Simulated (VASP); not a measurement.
# TiN (Fm-3m) in VASP: band structure with PBE

Aim: the band structure of TiN with PBE.

Everything below comes from runs of VASP 6.6.1. Logs are shortened: lines on timing, memory, paths and dates and some standing lists are left out, and cuts for length are marked.

### Step 1. Starting point

It takes space group Fm-3m (No. 225, cubic). Conventional cell: a = 4.263 Å, b = 4.263 Å, c = 4.263 Å, α = 90.00°, β = 90.00°, γ = 90.00°. Around Ti (site symmetry m-3m) lie 6 N at 2.13 Å. Around N (site symmetry m-3m) lie 6 Ti at 2.13 Å.

### Step 2. Band structure, PBE

Input file INCAR:

```
PREC = Accurate
ENCUT = 520
EDIFF = 1E-7
ISMEAR = 0
SIGMA = 1.0
LREAL = False
LASPH = True
NELM = 100
ALGO = Normal
ISIF = 2
LWAVE = False
LCHARG = False
LMAXMIX = 4
GGA = PE
NBANDS = 16
```

Input file KPOINTS:

```
Automatic mesh
0
Gamma
  12 12 12
```

Input file POSCAR:

```
TiN                                     
1.0
    0.0000000000      2.1315004242      2.1315004242
    2.1315004242      0.0000000000      2.1315004242
    2.1315004242      2.1315004242      0.0000000000
  Ti              N             
     1     1
Direct
     0.0000000000000000    0.0000000000000000    0.0000000000000000
     0.5000000000000000    0.5000000000000000    0.5000000000000000
```

Input file KPOINTS_OPT:

```
path GXWKGLUWLK,UX
15
line-mode
reciprocal
 0.0000000000  0.0000000000  0.0000000000  G
 0.5000000000  0.0000000000  0.5000000000  X

 0.5000000000  0.0000000000  0.5000000000  X
 0.5000000000  0.2500000000  0.7500000000  W

 0.5000000000  0.2500000000  0.7500000000  W
 0.3750000000  0.3750000000  0.7500000000  K

 0.3750000000  0.3750000000  0.7500000000  K
 0.0000000000  0.0000000000  0.0000000000  G

 0.0000000000  0.0000000000  0.0000000000  G
 0.5000000000  0.5000000000  0.5000000000  L

 0.5000000000  0.5000000000  0.5000000000  L
 0.6250000000  0.2500000000  0.6250000000  U

 0.6250000000  0.2500000000  0.6250000000  U
 0.5000000000  0.2500000000  0.7500000000  W

 0.5000000000  0.2500000000  0.7500000000  W
 0.5000000000  0.5000000000  0.5000000000  L

 0.5000000000  0.5000000000  0.5000000000  L
 0.3750000000  0.3750000000  0.7500000000  K

 0.6250000000  0.2500000000  0.6250000000  U
 0.5000000000  0.0000000000  0.5000000000  X
```

Potentials or basis: VASP PAW PBE potentials, release 64 (Ti_sv, N).

Started as:

```
> cat potpaw_PBE.64/Ti_sv/POTCAR potpaw_PBE.64/N/POTCAR > POTCAR
> mpirun -np 1 vasp_std > vasp.out
```

OUTCAR:

```text
PREC = Accurate
   ENCUT = 520
   EDIFF = 1E-7
   ISMEAR = 0
   LREAL = False
   LASPH = True
   NELM = 100
   ISIF = 2
   GGA = PE

 ion  position               nearest neighbor table
   1  0.000  0.000  0.000-   2 2.13   2 2.13   2 2.13   2 2.13   2 2.13   2 2.13
   2  0.500  0.500  0.500-   1 2.13   1 2.13   1 2.13   1 2.13   1 2.13   1 2.13

  LATTYP: Found a face centered cubic cell.
 ALAT       =     4.2630008484

  Lattice vectors:

 A1 = (   0.0000000000,   2.1315004242,   2.1315004242)
 A2 = (   2.1315004242,   0.0000000000,   2.1315004242)
 A3 = (   2.1315004242,   2.1315004242,   0.0000000000)

Analysis of symmetry for initial positions (statically):
=====================================================================
 Subroutine PRICEL returns:
 Original cell was already a primitive cell.

 Routine SETGRP: Setting up the symmetry group for a
 face centered cubic supercell.

 Subroutine GETGRP returns: Found 48 space group operations
 (whereof 48 operations were pure point group operations)
 out of a pool of 48 trial point group operations.

The static configuration has the point symmetry O_h .

Analysis of symmetry for dynamics (positions and initial velocities):
=====================================================================
 Subroutine PRICEL returns:
 Original cell was already a primitive cell.

 Routine SETGRP: Setting up the symmetry group for a
 face centered cubic supercell.

 Subroutine GETGRP returns: Found 48 space group operations
 (whereof 48 operations were pure point group operations)
 out of a pool of 48 trial point group operations.

The dynamic configuration has the point symmetry O_h .

 Subroutine INISYM returns: Found 48 space group operations
 (whereof 48 operations are pure point group operations),
 and found     1 'primitive' translations

----------------------------------------------------------------------------------------

                                     Primitive cell

  volume of cell :      19.3681

  direct lattice vectors                    reciprocal lattice vectors
     0.000000000  2.131500424  2.131500424    -0.234576543  0.234576543  0.234576543
     2.131500424  0.000000000  2.131500424     0.234576543 -0.234576543  0.234576543
     2.131500424  2.131500424  0.000000000     0.234576543  0.234576543 -0.234576543

  length of vectors
     3.014396808  3.014396808  3.014396808     0.406298490  0.406298490  0.406298490

  position of ions in fractional coordinates (direct lattice)
     0.000000000  0.000000000  0.000000000
     0.500000000  0.500000000  0.500000000
[... 78 lines left out ...]
   LREAL  =      F    real-space projection
   EDIFFG = 0.1E-05   stopping-criterion for IOM
   NSW    =      0    number of steps for IOM
   IBRION =     -1    ionic relax: 0-MD 1-quasi-New 2-CG
   NFREE  =      0    steps in history (QN), initial steepest desc. (CG)
   ISIF   =      2    stress and relaxation
   ISYM   =      2    0-nonsym 1-usesym 2-fastsym
   POTIM  = 0.5000    time-step for ionic-motion
   TEBEG  =    0.0;   TEEND  =   0.0 temperature during run
   PSTRESS=    0.0 pullay stress
   NELECT =      17.0000    total number of electrons
   NUPDOWN=      -1.0000    fix difference up-down
   EMIN   =  10.00;   EMAX   =-10.00  energy-range for DOS
   EFERMI =   0.00;   METHOD = LEGACY
   ISMEAR =     0;   SIGMA  =   1.00  broadening in eV -4-tet -1-fermi 0-gaus
   EFERMI_NEDOS =   21; number of points for ismear=-14 and -15
   IALGO  =     38    algorithm
   IMIX   =      4    mixing-type and parameters
     AMIX     =   0.40;   BMIX     =  1.00
     AMIX_MAG =   1.60;   BMIX_MAG =  1.00
  volume/ion in A,a.u.               =       9.68        65.35
  Fermi-wavevector in a.u.,A,eV,Ry     =   1.567457  2.962065 33.428458  2.456922
  Thomas-Fermi vector in A             =   2.669634
   LORBIT       =      0    0 simple, 1 ext, 2 COOP (PROOUT), +10 PAW based schemes
   GGA     = PE    functional components
   LHFCALC =     F    Hartree Fock is set to
   AEXX    =    0.0000 exact exchange contribution
   IVDW    =     0    specifies the selected vdW correction
   LEPSILON=     F    determine dielectric tensor
   LRPA    =     F    only Hartree local field effects (RPA)
 non-spin polarized calculation
 Gauss-broadening in eV      SIGMA  =   1.00
  energy-cutoff  :      520.00
  volume of cell :       19.37
 maximum number of plane-waves:       544
   NGX = 11   NGY = 11   NGZ = 11

 number of electron      17.0000003 magnetization

 Free energy of the ion-electron system (eV)
  ---------------------------------------------------
  ext. energy  EPLUGINS =         0.00000000
  ---------------------------------------------------
  free energy    TOTEN  =       -19.85254651 eV

  energy without entropy =      -19.41905396  energy(sigma->0) =      -19.63580024

 E-fermi :  11.1342     XC(G=0): -12.9304

 val. band max:       11.0834451540   @ k =  -0.4167   0.3333   0.0833
 cond. band min:      11.1360745351   @ k =   0.4167   0.1667   0.0000
 fundamental gap:      0.0526293811
 Fermi energy:        11.1342476991

 k-point     1 :       0.0000    0.0000    0.0000
  band No.  band energies     occupation
      1     -46.5810      2.00000
      2     -22.5751      2.00000
      3     -22.5751      2.00000
      4     -22.5751      2.00000
      5      -5.7598      2.00000
      6       9.2260      1.99304
[... 433 lines left out ...]
      3     -22.7347      2.00000
      4     -22.6500      2.00000
      5      -3.5514      2.00000
      6       3.8514      2.00000
[... 8 lines left out ...]
     15      24.0714      0.00000
     16      25.0641      0.00000

 [... further k-points ...]

------------------------ aborting loop because EDIFF is reached ----------------------------------------

  FORCE on cell =-STRESS in cart. coord.  units (eV):
  Direction    XX          YY          ZZ          XY          YZ          ZX
  --------------------------------------------------------------------------------------
  -------------------------------------------------------------------------------------
  Total        0.0005565      0.0005565      0.0005565      0.0000000      0.0000000     -0.0000000
  in kB        0.0460371      0.0460371      0.0460371      0.0000000      0.0000000     -0.0000000
  external PRESSURE =       0.0460371 kB  Pullay stress =       0.0000000 kB

 VOLUME and BASIS-vectors are now :
 -----------------------------------------------------------------------------
  energy-cutoff  :      520.00
  volume of cell :       19.37
      direct lattice vectors                 reciprocal lattice vectors
     0.000000000  2.131500424  2.131500424    -0.234576543  0.234576543  0.234576543
     2.131500424  0.000000000  2.131500424     0.234576543 -0.234576543  0.234576543
     2.131500424  2.131500424  0.000000000     0.234576543  0.234576543 -0.234576543

 POSITION                                       TOTAL-FORCE (eV/Angst)
 -----------------------------------------------------------------------------------
      0.00000      0.00000      0.00000         0.000000      0.000000      0.000000
      2.13150      2.13150      2.13150        -0.000000     -0.000000      0.000000
 -----------------------------------------------------------------------------------
    total drift:                                0.000000     -0.000000     -0.000000

  FREE ENERGIE OF THE ION-ELECTRON SYSTEM (eV)
  ---------------------------------------------------
  free  energy   TOTEN  =       -19.8525465121 eV

  energy  without entropy=      -19.4190539639  energy(sigma->0) =      -19.63580024
```

Wall time 18 s (1 thread of Intel Xeon 6975P-C (Granite Rapids), shared host); peak memory 0.16 GiB.

Results:

```yaml
Free_energy: -19.8525 eV
Pressure: 0.0 GPa
Band_gap_along_the_path: none (metal or under the smearing width)
```

Levels at the corners of the path, in eV from the Fermi level:
| point | band 6 | band 7 | band 8 | band 9 | band 10 | band 11 |
| --- | --- | --- | --- | --- | --- | --- |
| Γ | -1.91 | -1.91 | -1.91 | -0.45 | -0.45 | -0.45 |
| X | -5.68 | -3.09 | -3.09 | -2.86 | 1.76 | 2.49 |
| X | -5.68 | -3.09 | -3.09 | -2.86 | 1.76 | 2.49 |
| W | -5.30 | -5.30 | -5.17 | 1.05 | 1.05 | 2.49 |
| W | -5.30 | -5.30 | -5.17 | 1.05 | 1.05 | 2.49 |
| K | -5.63 | -5.55 | -4.29 | -0.32 | 2.09 | 2.41 |
| K | -5.63 | -5.55 | -4.29 | -0.32 | 2.09 | 2.41 |
| Γ | -1.91 | -1.91 | -1.91 | -0.45 | -0.45 | -0.45 |
| Γ | -1.91 | -1.91 | -1.91 | -0.45 | -0.45 | -0.45 |
| L | -7.86 | -5.27 | -5.27 | 1.80 | 1.80 | 2.45 |
| L | -7.86 | -5.27 | -5.27 | 1.80 | 1.80 | 2.45 |
| U | -5.63 | -5.55 | -4.29 | -0.32 | 2.09 | 2.41 |
| U | -5.63 | -5.55 | -4.29 | -0.32 | 2.09 | 2.41 |
| W | -5.30 | -5.30 | -5.17 | 1.05 | 1.05 | 2.49 |
| W | -5.30 | -5.30 | -5.17 | 1.05 | 1.05 | 2.49 |
| L | -7.86 | -5.27 | -5.27 | 1.80 | 1.80 | 2.45 |
| L | -7.86 | -5.27 | -5.27 | 1.80 | 1.80 | 2.45 |
| K | -5.63 | -5.55 | -4.29 | -0.32 | 2.09 | 2.41 |
| U | -5.63 | -5.55 | -4.29 | -0.32 | 2.09 | 2.41 |
| X | -5.68 | -3.09 | -3.09 | -2.86 | 1.76 | 2.49 |
